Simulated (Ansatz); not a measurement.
# Sn: the cost of one run

Computed with Ansatz 0.2.0 (DFT PBE, scalar-relativistic, unless a step's input says otherwise).

**1. The system as given**

Symmetry: I4/mmm, No. 139, tetragonal system. Conventional cell: a = 3.181 Å, b = 3.181 Å, c = 5.831 Å, α = 90.00°, β = 90.00°, γ = 90.00°. Sn (site symmetry 4/mmm) is surrounded by 4 Sn at 3.18 Å.

Structure file:

```
Sn
1.0
    -1.59075    1.59075    2.91565
     1.59075   -1.59075    2.91565
     1.59075    1.59075   -2.91565
Sn
1
Direct
  0.00000 0.00000 0.00000
```

**2. After the deformation**

Space group I4/mmm before, C2/m after.

**3. Full-potential LAPW**

input.yaml reads:

```yaml
crystal:
  lattice:
    - [-1.545686, 1.603999, 2.91565]
    - [1.603999, -1.545686, 2.91565]
    - [1.577501, 1.577501, -2.883835]
  atoms:
    - { symbol: Sn, position: [0.0, 0.0, 0.0] }
kpoints:
  mp_grid: { grid: [18, 18, 18] }
  band_path:
    path:
      - [0.0, 0.0, 0.0]
      - [0.5, 0.5, -0.5]
      - [0.8443813366, 0.1556186634, -0.5]
      - [0.1556186634, -0.1556186634, -0.5]
      - [0.0, 0.0, -0.5]
      - [0.0, 0.0, 0.0]
      - [0.5, -0.5, 0.0]
      - [0.5, 0.0, -0.5]
      - [0.0, 0.0, 0.0]
    npoints: 5
scf:
  occupations: { method: fermi_dirac, width: 0.03 }
hamiltonian:
  xc: pbe
  pseudopotentials: { kind: all_electron, lapw: { basis_error: 0.001 } }
output:
  forces: true
  stress: true
  eigenvalues: true
```

Run with:

```
> ansatz run input.yaml --threads 1 --pin off --max-ram 3072MiB --backend cpu --events-out ev --progress --plain --runs-dir out
```

Q: Estimate wall time and peak memory on 1 thread of Arm Neoverse V2, shared host.

About 93 s, with a peak of 1.2 GiB.
